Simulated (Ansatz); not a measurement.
# Computed properties of PbF₂ (Fm-3m)

All numbers come from the plane-wave code Ansatz. Calculated for a static, non-magnetic cell.

Structure: a 3-atom cell of PbF₂ started from a crystallographic database, at its r2SCAN+rVV10 minimum. The symmetry is Fm-3m (No. 225, cubic); conventional cell a = 5.892 Å, 17.04 Å³ an atom. Around Pb lie 8 F at 2.55 Å; around F lie 4 Pb at 2.55 Å.

```
Pb F
1.0
     0.00000    2.94581    2.94581
     2.94581    0.00000    2.94581
     2.94581    2.94581    0.00000
Pb F
1 2
Direct
  0.00000 0.00000 0.00000
  0.25000 0.25000 0.25000
  0.75000 0.75000 0.75000
```

Gaps on the r2SCAN+rVV10 cell, each the least over its mesh and the special points:
```
                                    level  k mesh  gap (eV)      kind         edges  least direct gap (eV)
                                      LDA   8×8×8      4.26  indirect         W → X                   4.42
                                      PBE   8×8×8      4.41  indirect         W → X                   4.56
                                  PBE+SOC   8×8×8      4.03  indirect         W → X                   4.18
                                   r2SCAN   8×8×8      4.92  indirect         W → X                   5.07
                                  r2SCANh   6×6×6      5.67  indirect         W → X                   5.81
                                    HSE06   6×6×6      5.71  indirect         W → X                   5.85
                                HSE06+SOC   4×4×4      5.32  indirect         W → X                   5.46
                                 DDH-PBE0   6×6×6      6.83  indirect         W → X                   6.97
                                     PBE0   6×6×6      6.44  indirect         W → X                   6.57
                                  r2SCAN0   6×6×6      6.80  indirect         W → X                   6.93
G0W0@PBE (152 empty bands, 120 eV, 4×4×4)   4×4×4      6.26         –  W → X (mesh)                      –
G0W0@PBE (378 empty bands, 220 eV, 4×4×4)   4×4×4      6.49         –  W → X (mesh)                      –
```
PBE: smearing of 0.02 eV; the others have fixed occupations.
Wave cutoffs: 420 eV, 500 eV (r2SCAN, r2SCANh, r2SCAN0).
The G0W0 gap is PBE's gap over the path plus the quasiparticle shift read on the mesh. G0W0 values are finite-basis, finite-mesh values.

With HSE06 the valence top lies at W and the conduction bottom at X, 5.71 eV higher; the smallest vertical gap, at X, is 5.85 eV. Spin-orbit coupling changes the PBE gap by -0.38 eV, to 4.03 eV.

Set against the finite-basis gap of 6.49 eV from G0W0@PBE (378 empty bands, 220 eV, 4×4×4), the closest functional is PBE0, which differs by -0.05 eV, at about 26 times r2SCAN's cost; G0W0 itself took about 30 times r2SCAN's cost. The others: r2SCAN0 +0.31, DDH-PBE0 +0.34, HSE06 -0.78, r2SCANh -0.82, r2SCAN -1.57, PBE -2.08, LDA -2.23 eV. The yardstick still moved by +0.23 eV in its last step of bands and cutoff, so this order can change. r2SCAN covers 39 % of the step from PBE to HSE06, while HSE06 needs about 26 times r2SCAN's cost (on a coarser mesh). Among these functionals the gap stays indirect.

r2SCAN (ground state on 6×6×6): ε∞: 3.19 in all directions. Born charges, averaged over directions: Pb +3.23, F -1.62 e. PBE (ground state on 6×6×6): The clamped-ion dielectric constant comes out as 3.35 in all directions. Born charges, averaged over directions: Pb +3.21, F -1.61 e.

Only the levels marked +SOC include spin-orbit coupling.

The meshes of the hybrids are coarse, so their gaps aren't converged to the digits shown.
